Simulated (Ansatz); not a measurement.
# AlRu: enthalpy against pressure

AlRu, Pm-3m, a = 3.004 Å. The structure is a Materials Project entry; whether it is the stable form wasn't checked. Ansatz: PBE, PAW, 420 eV, Γ-centred 14×14×14 mesh on 2 atoms, Gaussian smearing 0.10 eV; no spin polarisation. Cell and atoms are relaxed at each pressure, and no other structure is tried, so the rows at high pressure may lie past a change of phase. y is the enthalpy over the state at zero pressure; there V0 = 13.556 Å³/atom. The pressures are the targets, met within 0.07 GPa.

```
P (GPa) y (eV/atom)
   -1.0      -0.0848
    0.0       0.0000
    1.0       0.0844
    4.0       0.3351
   12.0       0.9878
   25.0       2.0066
   50.0            ?
   90.0       6.5833
```

**Question.** Fit y = c1 P + c2 P² + c3 P³ to the other rows, say what c1 and c2 mean, and predict the missing value.

**Answer.** Least squares on the rows shown. y = 0.084437 P − 0.00018300 P² + 6.3954×10⁻⁷ P³. Since dH/dP = V, c1 is V0: 0.084437 eV/GPa × 160.2 = 13.527 Å³ against 13.556; c2 = −V0/(2B0) gives B0 = 231 GPa, where a Birch–Murnaghan fit to the volumes of the same runs (not shown) gives 204 GPa: a cubic over this range folds the higher terms into c2. At P = 50.0 the fit asked for gives 3.8443 eV/atom. The run gave 3.8530 eV/atom, so the fit is 0.0087 eV/atom too low, 0.13 % of the span of the series, against an rms of 0.0002 eV/atom on the fitted rows. With a term in P⁴ added, a fit to the same known rows predicts 3.8580 eV/atom, a smaller miss on the other side.

The mesh isn't the same in all rows (14×14×14, 16×16×16).